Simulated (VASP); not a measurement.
# Pb (Fm-3m) in VASP: settings compared

One crystal, Pb, is run at these levels: PBEsol, PBE; tasks: elastic constants.

All numbers are computed with VASP 6.6.1; they aren't measurements. Logs are shortened: lines on timing, memory, paths and dates and some standing lists are left out, and cuts for length are marked.

## Step 1: Starting point

Symmetry: Fm-3m, No. 225, cubic system. The conventional cell has a = 4.934 Å, b = 4.934 Å, c = 4.934 Å, α = 90.00°, β = 90.00°, γ = 90.00°. Pb (site symmetry m-3m) is surrounded by 12 Pb at 3.49 Å.

## Step 2: Elastic constants, PBEsol

Input file POSCAR:

```
Pb
1.0
    0.0000000000      2.4671700209      2.4671700209
    2.4671700209      0.0000000000      2.4671700209
    2.4671700209      2.4671700209      0.0000000000
  Pb
     1
Direct
     0.0000000000000000    0.0000000000000000    0.0000000000000000
```

Input file INCAR.step1:

```
PREC = Accurate
ENCUT = 600
EDIFF = 1E-8
ISMEAR = 1
SIGMA = 0.2
LREAL = False
LASPH = True
NELM = 80
ALGO = Normal
ISIF = 3
LWAVE = False
LCHARG = False
GGA = PS
KPAR = 2
IBRION = 2
NSW = 40
EDIFFG = -0.002
```

Input file INCAR.step2:

```
PREC = Accurate
ENCUT = 600
EDIFF = 1E-8
ISMEAR = 1
SIGMA = 0.2
LREAL = False
LASPH = True
NELM = 80
ALGO = Normal
ISIF = 3
LWAVE = False
LCHARG = False
GGA = PS
KPAR = 2
IBRION = 6
NFREE = 2
POTIM = 0.015
NSW = 1
```

Input file KPOINTS:

```
regular mesh
0
Gamma
  24 24 24
```

Potentials or basis: VASP PAW PBE potentials, release 64 (Pb_d).

On the command line:

```
> cat potpaw_PBE.64/Pb_d/POTCAR > POTCAR
> cp INCAR.step1 INCAR
> mpirun -np 2 vasp_std > vasp.out
> cp CONTCAR POSCAR
> cp INCAR.step2 INCAR
> mpirun -np 2 vasp_std > vasp.out
```

OUTCAR:

```text
PREC = Accurate
   ENCUT = 600
   EDIFF = 1E-8
   ISMEAR = 1
   LREAL = False
   LASPH = True
   NELM = 80
   ISIF = 3
   GGA = PS
   IBRION = 6
   NFREE = 2
   POTIM = 0.015
   NSW = 1

 ion  position               nearest neighbor table
   1  0.000  0.000  0.000-

  LATTYP: Found a face centered cubic cell.
 ALAT       =     4.9343400418

  Lattice vectors:

 A1 = (   0.0000000000,   2.4671700209,   2.4671700209)
 A2 = (   2.4671700209,   0.0000000000,   2.4671700209)
 A3 = (   2.4671700209,   2.4671700209,   0.0000000000)

Analysis of symmetry for initial positions (statically):
=====================================================================
 Subroutine PRICEL returns:
 Original cell was already a primitive cell.

 Routine SETGRP: Setting up the symmetry group for a
 face centered cubic supercell.

 Subroutine GETGRP returns: Found 48 space group operations
 (whereof 48 operations were pure point group operations)
 out of a pool of 48 trial point group operations.

The static configuration has the point symmetry O_h .

Analysis of symmetry for dynamics (positions and initial velocities):
=====================================================================
 Subroutine PRICEL returns:
 Original cell was already a primitive cell.

 Routine SETGRP: Setting up the symmetry group for a
 face centered cubic supercell.

 Subroutine GETGRP returns: Found 48 space group operations
 (whereof 48 operations were pure point group operations)
 out of a pool of 48 trial point group operations.

The dynamic configuration has the point symmetry O_h .

 Subroutine INISYM returns: Found 48 space group operations
 (whereof 48 operations are pure point group operations),
 and found     1 'primitive' translations

----------------------------------------------------------------------------------------

                                     Primitive cell

  volume of cell :      30.0350

  direct lattice vectors                    reciprocal lattice vectors
     0.000000000  2.467170021  2.467170021    -0.202661347  0.202661347  0.202661347
     2.467170021  0.000000000  2.467170021     0.202661347 -0.202661347  0.202661347
     2.467170021  2.467170021  0.000000000     0.202661347  0.202661347 -0.202661347

  length of vectors
     3.489105304  3.489105304  3.489105304     0.351019750  0.351019750  0.351019750

  position of ions in fractional coordinates (direct lattice)
     0.000000000  0.000000000  0.000000000

  ion indices of the primitive-cell ions
   primitive index   ion index
                 1           1

----------------------------------------------------------------------------------------

 KPOINTS: regular mesh

Automatic generation of k-mesh.
 Grid dimensions read from file:
 generate k-points for:   24   24   24

 Generating k-lattice:

  Cartesian coordinates                     Fractional coordinates (reciprocal lattice)
    -0.008444223  0.008444223  0.008444223     0.041666667  0.000000000  0.000000000
     0.008444223 -0.008444223  0.008444223     0.000000000  0.041666667  0.000000000
     0.008444223  0.008444223 -0.008444223     0.000000000  0.000000000  0.041666667

  Length of vectors
     0.014625823  0.014625823  0.014625823

[... 99 lines left out ...]
  ext. energy  EPLUGINS =         0.00000000
  ---------------------------------------------------
  free energy    TOTEN  =        -3.99853478 eV

  energy without entropy =       -3.99705379  energy(sigma->0) =       -3.99804112

------------------------ aborting loop because EDIFF is reached ----------------------------------------

  FORCE on cell =-STRESS in cart. coord.  units (eV):
  Direction    XX          YY          ZZ          XY          YZ          ZX
  --------------------------------------------------------------------------------------
  -------------------------------------------------------------------------------------
  Total        0.0009272      0.0009272      0.0009272     -0.0000000     -0.0000000      0.0000000
  in kB        0.0494585      0.0494585      0.0494585     -0.0000000     -0.0000000      0.0000000
  external PRESSURE =       0.0494585 kB  Pullay stress =       0.0000000 kB
[... 86 lines left out ...]
  FREE ENERGIE OF THE ION-ELECTRON SYSTEM (eV)
  ---------------------------------------------------
  free  energy   TOTEN  =        -3.9974779678 eV

  energy  without entropy=       -3.9961758495  energy(sigma->0) =       -3.99704393

[... ionic steps 4 to 12 ...]

--------------------------------------- Ionic step       13  -------------------------------------------

 number of electron      13.9999999 magnetization

------------------------ aborting loop because EDIFF is reached ----------------------------------------
[... 65 lines left out ...]
--------------------------------------- Ionic step       15  -------------------------------------------

 number of electron      13.9999999 magnetization

 Free energy of the ion-electron system (eV)
  ---------------------------------------------------
  ext. energy  EPLUGINS =         0.00000000
  ---------------------------------------------------
  free energy    TOTEN  =        -3.99853507 eV

  energy without entropy =       -3.99705408  energy(sigma->0) =       -3.99804141

 E-fermi :   7.2340     XC(G=0): -10.3867

 val. band max:        7.2272408275   @ k =  -0.4583   0.3750   0.0000
 cond. band min:       7.2385878774   @ k =  -0.2500   0.0833   0.0000
 fundamental gap:      0.0113470498
 Fermi energy:         7.2340297999

 k-point     1 :       0.0000    0.0000    0.0000
  band No.  band energies     occupation
      1      -9.7856      2.00000
      2      -9.7856      2.00000
      3      -9.7856      2.00000
      4      -9.6397      2.00000
      5      -9.6397      2.00000
      6      -4.6256      2.00000
      7      14.6947      0.00000
      8      14.6947      0.00000
      9      14.6947      0.00000
     10      16.9777      0.00000
     11      18.6454      0.00000
[... 309 lines left out ...]
 k-point    24 :       0.4583    0.0417    0.0000
  band No.  band energies     occupation
      1      -9.8140      2.00000
      2      -9.7734      2.00000
      3      -9.7672      2.00000
      4      -9.5159      2.00000
      5      -9.5029      2.00000
      6      -1.1918      2.00000
      7       3.3787      2.00000
      8      12.6396      0.00000
      9      12.6814      0.00000
     10      16.1760      0.00000
     11      17.1698      0.00000

 [... further k-points ...]

------------------------ aborting loop because EDIFF is reached ----------------------------------------

  FORCE on cell =-STRESS in cart. coord.  units (eV):
  Direction    XX          YY          ZZ          XY          YZ          ZX
  --------------------------------------------------------------------------------------
  -------------------------------------------------------------------------------------
  Total        0.0012376      0.0012376      0.0012376     -0.0000000      0.0000000     -0.0000000
  in kB        0.0660182      0.0660182      0.0660182     -0.0000000      0.0000000     -0.0000000
  external PRESSURE =       0.0660182 kB  Pullay stress =       0.0000000 kB
[... 16 lines left out ...]
  FREE ENERGIE OF THE ION-ELECTRON SYSTEM (eV)
  ---------------------------------------------------
  free  energy   TOTEN  =        -3.9985350673 eV

  energy  without entropy=       -3.9970540848  energy(sigma->0) =       -3.99804141

 INTERNAL STRAIN TENSORS FROM STRAINED CELLS
 ============================================

 INTERNAL STRAIN TENSOR FOR ION    1 for displacements in x,y,z  (eV/Angst):
          X           Y           Z          XY          YZ          ZX
  --------------------------------------------------------------------------------
  x     0.00000     0.00000     0.00000     0.00000     0.00000    -0.00000
  y     0.00000    -0.00000     0.00000    -0.00000     0.00000     0.00000
  z     0.00000    -0.00000     0.00000     0.00000     0.00000     0.00000

 INTERNAL STRAIN TENSORS FROM DISPLACED ATOMS
 ============================================

 INTERNAL STRAIN TENSOR FOR ION    1 for displacements in x,y,z  (eV/Angst):
          X           Y           Z          XY          YZ          ZX
  --------------------------------------------------------------------------------
  x     0.00000     0.00000     0.00000     0.00000     0.00000     0.00000
  y     0.00000     0.00000     0.00000     0.00000     0.00000     0.00000
  z     0.00000     0.00000     0.00000     0.00000     0.00000     0.00000

 Eigenvectors and eigenvalues of the dynamical matrix
 ----------------------------------------------------

   1 f  =    0.000000 THz     0.000000 2PiTHz    0.000000 cm-1     0.000000 meV
             X         Y         Z           dx          dy          dz
      0.000000  0.000000  0.000000     0.629198   -0.777245    0.000000

   2 f  =    0.000000 THz     0.000000 2PiTHz    0.000000 cm-1     0.000000 meV
             X         Y         Z           dx          dy          dz
      0.000000  0.000000  0.000000    -0.777245   -0.629198    0.000000

   3 f  =    0.000000 THz     0.000000 2PiTHz    0.000000 cm-1     0.000000 meV
             X         Y         Z           dx          dy          dz
      0.000000  0.000000  0.000000     0.000000    0.000000    1.000000

--------------------------------------------------------------------------------------------------------

 ELASTIC MODULI CONTR FROM IONIC RELAXATION (kBar)
 Direction    XX          YY          ZZ          XY          YZ          ZX
 --------------------------------------------------------------------------------
 XX           0.0000      0.0000      0.0000      0.0000      0.0000      0.0000
 YY           0.0000      0.0000      0.0000      0.0000      0.0000      0.0000
 ZZ           0.0000      0.0000      0.0000      0.0000      0.0000      0.0000
 XY           0.0000      0.0000      0.0000      0.0000      0.0000      0.0000
 YZ           0.0000      0.0000      0.0000      0.0000      0.0000      0.0000
 ZX           0.0000      0.0000      0.0000      0.0000      0.0000      0.0000
 --------------------------------------------------------------------------------

 TOTAL ELASTIC MODULI (kBar)
 Direction    XX          YY          ZZ          XY          YZ          ZX
 --------------------------------------------------------------------------------
 XX         495.6680    468.8173    468.8173      0.0000      0.0000     -0.0000
 YY         468.8173    495.6680    468.8173      0.0000     -0.0000     -0.0000
 ZZ         468.8173    468.8173    495.6680      0.0000      0.0000      0.0000
 XY           0.0000      0.0000      0.0000    145.3308     -0.0000      0.0000
 YZ           0.0000     -0.0000      0.0000     -0.0000    145.3308      0.0000
 ZX          -0.0000     -0.0000      0.0000      0.0000      0.0000    145.3308
 --------------------------------------------------------------------------------
```

Wall time 41 min (2 MPI ranks of Intel Xeon Platinum 8488C (Sapphire Rapids), shared host); peak memory 2.1 GiB.

What came out:

| Property | Result |
| --- | --- |
| Elastic constants C11, C12, C44 | 50, 47, 15 GPa |
| Voigt bulk modulus | 48 GPa |

Elastic tensor in Voigt notation (GPa, in the Cartesian axes of the cell as first typed):
```
50 47 47  0  0  0
47 50 47  0  0  0
47 47 50  0  0  0
 0  0  0 15  0  0
 0  0  0  0 15  0
 0  0  0  0  0 15
```

Clamped-ion elastic tensor (GPa):
```
50 47 47  0  0  0
47 50 47  0  0  0
47 47 50  0  0  0
 0  0  0 15  0  0
 0  0  0  0 15  0
 0  0  0  0  0 15
```

Caveat: the PAW data sets were made with another functional, which shifts forces and pressure a little.

## Step 3: Elastic constants, PBE

This run uses another cell than the first one, of 32.03 Å³/atom, 1.066 times its volume.

Input file POSCAR:

```
Pb
1.0
   -0.0000000000      2.5205285999      2.5205285999
    2.5205285999     -0.0000000000      2.5205285999
    2.5205285999      2.5205285999      0.0000000000
  Pb
     1
Direct
     1.0000000000000000    1.0000000000000000    1.0000000000000000
```

Input file INCAR.step1:

```
ALGO     = Normal         # electronic algorithm
EDIFF    = 1E-8           # SCF threshold, eV
EDIFFG   = -0.002         # ionic threshold
ENCUT    = 600            # plane-wave cutoff, eV
GGA      = PE             # functional
IBRION   = 2              # ionic algorithm
ISIF     = 3              # what is computed and relaxed
ISMEAR   = 1              # smearing method
KPAR     = 2            
LASPH    = T              # aspherical terms in the spheres
LCHARG   = F              # write CHGCAR
LREAL    = F              # projectors in reciprocal space
LWAVE    = F              # write WAVECAR
NELM     = 80             # most SCF steps
NSW      = 40             # ionic steps
PREC     = Accurate       # precision mode
SIGMA    = 0.2            # smearing width, eV
```

Input file INCAR.step2:

```
ALGO     = Normal         # electronic algorithm
EDIFF    = 1E-8           # SCF threshold, eV
ENCUT    = 600            # plane-wave cutoff, eV
GGA      = PE             # functional
IBRION   = 6              # ionic algorithm
ISIF     = 3              # what is computed and relaxed
ISMEAR   = 1              # smearing method
KPAR     = 2            
LASPH    = T              # aspherical terms in the spheres
LCHARG   = F              # write CHGCAR
LREAL    = F              # projectors in reciprocal space
LWAVE    = F              # write WAVECAR
NELM     = 80             # most SCF steps
NFREE    = 2            
NSW      = 1              # ionic steps
POTIM    = 0.015          # step
PREC     = Accurate       # precision mode
SIGMA    = 0.2            # smearing width, eV
```

Input file KPOINTS:

```
k-points
0
Gamma
  24 24 24
```

Potentials or basis: VASP PAW PBE potentials, release 64 (Pb_d).

On the command line:

```
> cat potpaw_PBE.64/Pb_d/POTCAR > POTCAR
> cp INCAR.step1 INCAR
> mpirun -np 2 vasp_std > vasp.out
> cp CONTCAR POSCAR
> cp INCAR.step2 INCAR
> mpirun -np 2 vasp_std > vasp.out
```

Run time: 49 min. Hardware: 2 MPI ranks of Intel Xeon Platinum 8488C (Sapphire Rapids), shared host; peak memory 2.3 GiB.

It converged, with:

```yaml
Elastic_constants_C11_C12_C44: 45, 37, 12 GPa
Voigt_bulk_modulus: 40 GPa
```

Elastic tensor in Voigt notation (GPa, in the Cartesian axes of the cell as first typed):
```
45 37 37  0  0  0
37 45 37  0  0  0
37 37 45  0  0  0
 0  0  0 12  0  0
 0  0  0  0 12  0
 0  0  0  0  0 12
```

Clamped-ion elastic tensor (GPa):
```
45 37 37  0  0  0
37 45 37  0  0  0
37 37 45  0  0  0
 0  0  0 12  0  0
 0  0  0  0 12  0
 0  0  0  0  0 12
```

Spin-orbit coupling is left out, which matters for the levels of Pb.
